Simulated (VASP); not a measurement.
# ZnS (Wurtzite-2H) (P6_3mc) in VASP: single point with PBEsol

Aim: the single point of ZnS (Wurtzite-2H) with PBEsol.

All numbers are computed with VASP 6.6.1; they aren't measurements. Logs are shortened: lines on timing, memory, paths and dates and some standing lists are left out, and cuts for length are marked.

**What was measured.**

From a printed reference work, monograph, for a bulk crystal of ZnS at 4 K: band gap 3.911 eV (direct).

The runs below are set against these values where they give the same quantity.

**1. The cell of the first run**

It takes space group P6_3mc (No. 186, hexagonal). The conventional cell has a = 3.782 Å, b = 3.782 Å, c = 6.209 Å, α = 90.00°, β = 90.00°, γ = 120.00°. Within 3.1 Å of Zn (site symmetry 3m) lie 4 S at 2.32 Å. Within 3.1 Å of S (site symmetry 3m) lie 4 Zn at 2.32 Å.

**2. Single point, PBEsol**

The input, INCAR:

```
ALGO = Normal ; EDIFF = 1E-6
ENCUT = 520 ; GGA = PS
ISIF = 2 ; ISMEAR = 0
LASPH = True ; LCHARG = True
LELF = True ; LREAL = False
LVHAR = True ; LWAVE = False
NBANDS = 26 ; NELM = 80
PREC = Accurate ; SIGMA = 0.02
```

The input, KPOINTS:

```
k-points
0
Gamma
  9 9 6
```

The input, POSCAR:

```
ZnS
1.0
    3.7815892063      0.0000000000      0.0000000000
   -1.8907946031      3.2749523193      0.0000000000
    0.0000000000      0.0000000000      6.2089530261
Zn S
2 2
Direct
    0.3333333333      0.6666666667      0.0054427925
    0.6666666667      0.3333333333      0.5054427925
    0.3333333333      0.6666666667      0.3795572075
    0.6666666667      0.3333333333      0.8795572075
```

Potentials or basis: VASP PAW PBE potentials, release 64 (Zn, S).

The run is started by

```
$ cat potpaw_PBE.64/Zn/POTCAR potpaw_PBE.64/S/POTCAR > POTCAR
$ mpirun -np 1 vasp_std > vasp.out
```

OUTCAR:

```text
EDIFF = 1E-6
   ENCUT = 520
   GGA = PS
   ISIF = 2
   ISMEAR = 0
   LASPH = True
   LREAL = False
   NELM = 80
   PREC = Accurate

 ion  position               nearest neighbor table
   1  0.333  0.667  0.005-   4 2.32   4 2.32   4 2.32   3 2.32
   2  0.667  0.333  0.505-   3 2.32   3 2.32   3 2.32   4 2.32
   3  0.333  0.667  0.380-   2 2.32   2 2.32   2 2.32   1 2.32
   4  0.667  0.333  0.880-   1 2.32   1 2.32   1 2.32   2 2.32

  LATTYP: Found a hexagonal cell.
 ALAT       =     3.7815892063
 C/A-ratio  =     1.6418898742

  Lattice vectors:

 A1 = (   3.7815892063,   0.0000000000,   0.0000000000)
 A2 = (  -1.8907946031,   3.2749523193,   0.0000000000)
 A3 = (   0.0000000000,   0.0000000000,   6.2089530261)

Analysis of symmetry for initial positions (statically):
=====================================================================
 Subroutine PRICEL returns:
 Original cell was already a primitive cell.

 Routine SETGRP: Setting up the symmetry group for a
 hexagonal supercell.

 Subroutine GETGRP returns: Found 12 space group operations
 (whereof  6 operations were pure point group operations)
 out of a pool of 24 trial point group operations.

The static configuration has the point symmetry C_3v.
 The point group associated with its full space group is C_6v.

Analysis of symmetry for dynamics (positions and initial velocities):
=====================================================================
 Subroutine PRICEL returns:
 Original cell was already a primitive cell.

 Routine SETGRP: Setting up the symmetry group for a
 hexagonal supercell.

 Subroutine GETGRP returns: Found 12 space group operations
 (whereof  6 operations were pure point group operations)
 out of a pool of 24 trial point group operations.

The dynamic configuration has the point symmetry C_3v.
 The point group associated with its full space group is C_6v.

 Subroutine INISYM returns: Found 12 space group operations
 (whereof  6 operations are pure point group operations),
 and found     1 'primitive' translations

----------------------------------------------------------------------------------------

                                     Primitive cell

  volume of cell :      76.8949

  direct lattice vectors                    reciprocal lattice vectors
     3.781589206  0.000000000  0.000000000     0.264439088  0.152673979  0.000000000
    -1.890794603  3.274952319  0.000000000     0.000000000  0.305347957  0.000000000
     0.000000000  0.000000000  6.208953026     0.000000000  0.000000000  0.161057749

  length of vectors
     3.781589206  3.781589206  6.208953026     0.305347957  0.305347957  0.161057749

  position of ions in fractional coordinates (direct lattice)
     0.333333333  0.666666667  0.005442792
     0.666666667  0.333333333  0.505442792
     0.333333333  0.666666667  0.379557207
     0.666666667  0.333333333  0.879557207

  ion indices of the primitive-cell ions
   primitive index   ion index
                 1           1
                 2           2
                 3           3
                 4           4

----------------------------------------------------------------------------------------

 KPOINTS: k-points

Automatic generation of k-mesh.
 Grid dimensions read from file:
 generate k-points for:    9    9    6

 Generating k-lattice:

  Cartesian coordinates                     Fractional coordinates (reciprocal lattice)
     0.029382121  0.016963775  0.000000000     0.111111111  0.000000000  0.000000000
     0.000000000  0.033927551  0.000000000     0.000000000  0.111111111  0.000000000
     0.000000000  0.000000000  0.026842958     0.000000000  0.000000000  0.166666667

  Length of vectors
     0.033927551  0.033927551  0.026842958

  Shift w.r.t. Gamma in fractional coordinates (k-lattice)
     0.000000000  0.000000000  0.000000000

 Subroutine IBZKPT returns following result:
 ===========================================

 Found     48 irreducible k-points:

 Following reciprocal coordinates:
            Coordinates               Weight
  0.000000  0.000000  0.000000      1.000000
  0.111111  0.000000  0.000000      6.000000
  0.222222 -0.000000  0.000000      6.000000
  0.333333  0.000000  0.000000      6.000000
  0.444444 -0.000000  0.000000      6.000000
  0.111111  0.111111  0.000000      6.000000
[... 16 lines left out ...]
  0.333333  0.222222  0.166667     24.000000
  0.333333  0.333333  0.166667      4.000000
 [... further k-points ...]
   k-points           NKPTS =     48   k-points in BZ     NKDIM =     48   number of bands    NBANDS=     26
   number of dos      NEDOS =    301   number of ions     NIONS =      4
   total plane-waves  NPLWV =  37632
   dimension x,y,z NGX =    28 NGY =   28 NGZ =   48
   dimension x,y,z NGXF=    56 NGYF=   56 NGZF=   96
   ions per type =               2   2
   NGX,Y,Z   is equivalent  to a cutoff of  12.31, 12.31, 12.85 a.u.
   NGXF,Y,Z  is equivalent  to a cutoff of  24.62, 24.62, 25.70 a.u.
 SYSTEM =  unknown system
   PREC   = accura    normal or accurate (medium, high low for compatibility)
   ISTART =      0    job   : 0-new  1-cont  2-samecut
   ICHARG =      2    charge: 1-file 2-atom 10-const
   ISPIN  =      1    spin polarized calculation?
   LNONCOLLINEAR =      F non collinear calculations
   LSORBIT =      F    spin-orbit coupling
   LASPH  =      T    aspherical Exc in radial PAW
   ENCUT  =  520.0 eV  38.22 Ry    6.18 a.u.   7.03  7.03 11.54*2*pi/ulx,y,z
   NELM   =     80;   NELMIN=  2; NELMDL= -5     # of ELM steps
   EDIFF  = 0.1E-05   stopping-criterion for ELM
   LREAL  =      F    real-space projection
   EDIFFG = 0.1E-04   stopping-criterion for IOM
   NSW    =      0    number of steps for IOM
   IBRION =     -1    ionic relax: 0-MD 1-quasi-New 2-CG
   NFREE  =      0    steps in history (QN), initial steepest desc. (CG)
   ISIF   =      2    stress and relaxation
   ISYM   =      2    0-nonsym 1-usesym 2-fastsym
   POTIM  = 0.5000    time-step for ionic-motion
   TEBEG  =    0.0;   TEEND  =   0.0 temperature during run
   PSTRESS=    0.0 pullay stress
   NELECT =      36.0000    total number of electrons
   NUPDOWN=      -1.0000    fix difference up-down
   EMIN   =  10.00;   EMAX   =-10.00  energy-range for DOS
   EFERMI =   0.00;   METHOD = LEGACY
   ISMEAR =     0;   SIGMA  =   0.02  broadening in eV -4-tet -1-fermi 0-gaus
   EFERMI_NEDOS =   21; number of points for ismear=-14 and -15
   IALGO  =     38    algorithm
   IMIX   =      4    mixing-type and parameters
     AMIX     =   0.40;   BMIX     =  1.00
     AMIX_MAG =   1.60;   BMIX_MAG =  1.00
  volume/ion in A,a.u.               =      19.22       129.73
  Fermi-wavevector in a.u.,A,eV,Ry     =   1.271188  2.402197 21.985910  1.615919
  Thomas-Fermi vector in A             =   2.404135
   LORBIT       =      0    0 simple, 1 ext, 2 COOP (PROOUT), +10 PAW based schemes
   GGA     = PS    functional components
   LHFCALC =     F    Hartree Fock is set to
   AEXX    =    0.0000 exact exchange contribution
   IVDW    =     0    specifies the selected vdW correction
   LEPSILON=     F    determine dielectric tensor
   LRPA    =     F    only Hartree local field effects (RPA)
 non-spin polarized calculation
 Gauss-broadening in eV      SIGMA  =   0.02
  energy-cutoff  :      520.00
  volume of cell :       76.89
 maximum number of plane-waves:      2087
   NGX = 15   NGY = 15   NGZ = 23

 number of electron      36.0000003 magnetization

 Free energy of the ion-electron system (eV)
  ---------------------------------------------------
  ext. energy  EPLUGINS =         0.00000000
  ---------------------------------------------------
  free energy    TOTEN  =       -15.16732319 eV

  energy without entropy =      -15.16732319  energy(sigma->0) =      -15.16732319

 E-fermi :   2.3888     XC(G=0):  -9.9644

 val. band max:        2.2795716918   @ k =   0.0000   0.0000   0.0000
 cond. band min:       4.4402939921   @ k =   0.0000   0.0000   0.0000
 fundamental gap:      2.1607223003
 Fermi energy:         2.3888377728

 k-point     1 :       0.0000    0.0000    0.0000
  band No.  band energies     occupation
      1     -11.0892      2.00000
      2     -10.0930      2.00000
      3      -4.2100      2.00000
      4      -4.1933      2.00000
      5      -4.1933      2.00000
      6      -4.1076      2.00000
[... 18 lines left out ...]
     25       9.9079      0.00000
     26      11.4767      0.00000

 k-point     2 :       0.1111    0.0000    0.0000
  band No.  band energies     occupation
      1     -11.0011      2.00000
      2     -10.0433      2.00000
      3      -4.2066      2.00000
      4      -4.1877      2.00000
      5      -4.1759      2.00000
      6      -4.0996      2.00000
[... 18 lines left out ...]
     25      10.2957      0.00000
     26      10.9109      0.00000

 k-point     3 :       0.2222   -0.0000    0.0000
  band No.  band energies     occupation
      1     -10.7580      2.00000
      2      -9.9201      2.00000
      3      -4.2194      2.00000
      4      -4.1529      2.00000
      5      -4.1367      2.00000
      6      -4.0579      2.00000
[... 18 lines left out ...]
     25      10.4466      0.00000
     26      11.1293      0.00000

 k-point     4 :       0.3333    0.0000    0.0000
  band No.  band energies     occupation
      1     -10.4293      2.00000
      2      -9.7974      2.00000
      3      -4.2139      2.00000
      4      -4.1146      2.00000
      5      -4.1027      2.00000
      6      -3.9564      2.00000
[... 18 lines left out ...]
     25      10.8634      0.00000
     26      11.9838      0.00000

 k-point     5 :       0.4444   -0.0000    0.0000
  band No.  band energies     occupation
      1     -10.1517      2.00000
      2      -9.7563      2.00000
      3      -4.1982      2.00000
      4      -4.0877      2.00000
      5      -4.0264      2.00000
      6      -3.9037      2.00000
[... 18 lines left out ...]
     25      11.2373      0.00000
     26      13.5001      0.00000

 k-point     6 :       0.1111    0.1111    0.0000
  band No.  band energies     occupation
      1     -10.8352      2.00000
      2      -9.9567      2.00000
      3      -4.2077      2.00000
      4      -4.1587      2.00000
      5      -4.1563      2.00000
      6      -4.0810      2.00000
[... 427 lines left out ...]
 k-point    21 :       0.4444    0.1111    0.1667
  band No.  band energies     occupation
      1     -10.0425      2.00000
      2      -9.7757      2.00000
      3      -4.1868      2.00000
      4      -4.0772      2.00000
      5      -4.0090      2.00000
      6      -3.9119      2.00000
[... 18 lines left out ...]
     25      11.5616      0.00000
     26      13.2150      0.00000

 k-point    22 :       0.2222    0.2222    0.1667
  band No.  band energies     occupation
      1     -10.2287      2.00000
      2      -9.7915      2.00000
      3      -4.1521      2.00000
      4      -4.1157      2.00000
      5      -4.0330      2.00000
      6      -3.9809      2.00000
[... 18 lines left out ...]
     25      10.6793      0.00000
     26      11.6175      0.00000

 k-point    23 :       0.3333    0.2222    0.1667
  band No.  band energies     occupation
      1      -9.9936      2.00000
      2      -9.7735      2.00000
      3      -4.1633      2.00000
      4      -4.0571      2.00000
      5      -3.9701      2.00000
      6      -3.8918      2.00000
[... 18 lines left out ...]
     25      11.4470      0.00000
     26      12.2685      0.00000

 k-point    24 :       0.3333    0.3333    0.1667
  band No.  band energies     occupation
      1      -9.8398      2.00000
      2      -9.8398      2.00000
      3      -4.1652      2.00000
      4      -3.9968      2.00000
      5      -3.9968      2.00000
      6      -3.8685      2.00000
[... 18 lines left out ...]
     25      12.3163      0.00000
     26      12.3562      0.00000

 [... further k-points ...]
[... 5 lines left out ...]
  --------------------------------------------------------------------------------------
  -------------------------------------------------------------------------------------
  Total        0.1002214      0.1002214      0.0845981      0.0000000      0.0000000      0.0000000
  in kB        2.0882066      2.0882066      1.7626799      0.0000000      0.0000000      0.0000000
  external PRESSURE =       1.9796977 kB  Pullay stress =       0.0000000 kB

 VOLUME and BASIS-vectors are now :
 -----------------------------------------------------------------------------
  energy-cutoff  :      520.00
  volume of cell :       76.89
      direct lattice vectors                 reciprocal lattice vectors
     3.781589206  0.000000000  0.000000000     0.264439088  0.152673979  0.000000000
    -1.890794603  3.274952319  0.000000000     0.000000000  0.305347957  0.000000000
     0.000000000  0.000000000  6.208953026     0.000000000  0.000000000  0.161057749

 POSITION                                       TOTAL-FORCE (eV/Angst)
 -----------------------------------------------------------------------------------
     -0.00000      2.18330      0.03379        -0.000000      0.000000      0.000784
      1.89079      1.09165      3.13827         0.000000      0.000000      0.000784
     -0.00000      2.18330      2.35665         0.000000      0.000000     -0.000784
      1.89079      1.09165      5.46113        -0.000000     -0.000000     -0.000784
 -----------------------------------------------------------------------------------
    total drift:                               -0.000000     -0.000000     -0.000460

  FREE ENERGIE OF THE ION-ELECTRON SYSTEM (eV)
  ---------------------------------------------------
  free  energy   TOTEN  =       -15.1673231880 eV

  energy  without entropy=      -15.1673231880  energy(sigma->0) =      -15.16732319
```

It took 34 s on 1 thread of Intel Xeon 6975P-C (Granite Rapids), shared host; peak memory 0.23 GiB.

Results:

| Quantity | Value |
| --- | --- |
| Free energy | -15.1673 eV |
| Pressure | 0.2 GPa |
| Band gap on the k mesh | 2.16 eV, direct |

Caveat: the PAW data sets were made with another functional, which shifts forces and pressure a little.

**3. Against experiment**

Step 2. A measured gap of ZnS is 3.911 eV (direct; 4 K; a printed reference work, monograph); the calculated 2.16 eV misses it by -1.75 eV. The value is that of PBEsol, without temperature or zero-point motion. Semilocal functionals fall short of measured gaps as a rule.
